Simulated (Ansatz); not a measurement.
# LiF: the band gap up the ladder of functionals

One table from this session's results is given with a row withheld; the runs are named, their logs left out.

Code: Ansatz 0.2.0. PAW datasets, plane waves. Values at 0 K without nuclear motion; spin polarisation is off, and the phase may be a hypothetical one.

## The structure to begin with

The cell was relaxed beforehand with r2SCAN.

Space group P6_3/mmc (No. 194), hexagonal; a = 3.280 Å, c = 4.000 Å in the conventional setting, 9.32 Å³ an atom. Around Li lie 5 F at 1.89–2.00 Å; around F lie 5 Li at 1.89–2.00 Å.

Structure file:

```xyz
4
Lattice="3.2801 0.0000 0.0000 -1.6400 2.8406 0.0000 0.0000 0.0000 3.9996" Properties=species:S:1:pos:R:3 pbc="T T T"
Li    0.0000    1.8938    0.9999
Li    1.6400    0.9469    2.9997
F     1.6400    0.9469    0.9999
F     0.0000    1.8938    2.9997
```

Set-up of the first run:

Input file input.yaml:

```yaml
crystal:
  lattice:
    - [3.2800799273, 0.0, 0.0]
    - [-1.6400399637, 2.8406325435, 0.0]
    - [0.0, 0.0, 3.9995957589]
  atoms:
    - { symbol: Li, position: [0.3333333333, 0.6666666667, 0.25] }
    - { symbol: Li, position: [0.6666666667, 0.3333333333, 0.75] }
    - { symbol: F, position: [0.6666666667, 0.3333333333, 0.25] }
    - { symbol: F, position: [0.3333333333, 0.6666666667, 0.75] }
kpoints:
  mp_grid: { grid: [12, 12, 6] }
  band_path:
    path:
      - [[0.0, 0.0, 0.0], [0.5, 0.0, 0.0], [0.333333333333, 0.333333333333, 0.0], [0.0, 0.0, 0.0], [0.0, 0.0, 0.5], [0.5, 0.0, 0.5], [0.333333333333, 0.333333333333, 0.5], [0.0, 0.0, 0.5]]
      - [[0.5, 0.0, 0.5], [0.5, 0.0, 0.0]]
      - [[0.333333333333, 0.333333333333, 0.5], [0.333333333333, 0.333333333333, 0.0]]
    npoints: 10
hamiltonian:
  xc: pbe
scf:
  occupations: { method: fermi_dirac, width: 0.02 }
  n_extra_bands: 5
output:
  forces: true
  stress: true
  eigenvalues: true
```

Run with:

```
ansatz run input.yaml --threads 2 --pin off --max-ram 2211MiB --backend cpu --events-out ev --progress --plain --runs-dir out
```

Among the steps run: Band structure with PBE; Single point with r2SCAN; Single point with HSE06; Single point with PBE0; Single point with LDA; Quasiparticle levels, G0W0@PBE; One-shot GW from PBE; DDH-PBE0; LC-ωPBE; Single point with Hartree-Fock.

One table of the session follows, with a row left open; its other results are not shown here.

| level | gap (eV) |
| --- | --- |
| PBE | 7.82 |
| r2SCAN | 8.53 |
| HSE06 | 9.98 |
| PBE0 | 10.75 |
| LDA | 7.52 |
| G0W0@PBE (111 empty bands) | 11.79 |
| G0W0@PBE (276 empty bands) | ? |
| DDH-PBE0 | 13.99 |
| LC-ωPBE | 15.65 |
| Hartree-Fock | 19.75 |

**Question.** Estimate the row for G0W0@PBE (276 empty bands).

The run gave: gap (eV): 12.04. In the column «gap (eV)» it lies between G0W0@PBE (111 empty bands) (11.79) and DDH-PBE0 (13.99).

Meshes: PBE 12×12×6, r2SCAN 12×12×6, HSE06 6×6×4, PBE0 6×6×4, LDA 12×12×6, DDH-PBE0 6×6×4, LC-ωPBE 6×6×4, Hartree-Fock 6×6×4.

What this shows: The gap runs from 7.52 eV (LDA) to 19.75 eV (Hartree-Fock). PBE reaches 65 % of the G0W0@PBE value, and r2SCAN 71 %. PBE0 lies 0.77 eV above HSE06, which differs from it by screening the long-range exchange. Hartree-Fock lies above G0W0@PBE by 7.7 eV. No extrapolation in bands, cutoff or mesh was made for G0W0.

To keep in mind: Warnings in the runs' records: stress exchange threshold loose, stress scf threshold loose.
